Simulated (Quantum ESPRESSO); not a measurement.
## Ti under changes of volume

One of the cells (16.731 Å³/atom); the others are scaled copies at fixed shape and fractional positions:

```
Ti
1.0
     0.00000    2.03000    2.03000
     2.03000    0.00000    2.03000
     2.03000    2.03000    0.00000
Ti
1
Cartesian
  0.0000 0.0000 0.0000
```

This isn't the form of Ti at room conditions, which is hcp.

* Program: Quantum ESPRESSO 7.5
* Functional: LDA
* Potentials or basis: GBRV 1.5 LDA
* Cutoff: 612 eV
* Density cutoff: 4898 eV
* k mesh: 11 × 11 × 11
* Occupations: fermi-dirac, width 0.05 eV
* Spin: no spin polarisation

```tsv
volume (Å³/atom)	energy over the lowest point (meV/atom)	pressure (GPa)
15.727	1.61	2.2
16.062	0.00	-0.4
16.396	3.80	-2.9
16.731	12.40	-5.1
17.065	25.42	-7.1
17.400	42.41	-8.9
17.735	?	?
```

What does the run at 17.735 Å³/atom give?

Energy over the lowest point 63.03 meV/atom; pressure -10.5 GPa.

Worked out: A Birch-Murnaghan fit of order 3 (a polynomial in V^(-2/3)) to the other rows has its minimum at 15.99 Å³/atom with B0 = V·E''(V) = 126 GPa and B' = 3.9. It gives 63.01 meV/atom at 17.735 Å³/atom, against the run's 63.03, and -dE/dV = -10.7 GPa, against -10.5.

Energies are extrapolated to zero smearing.
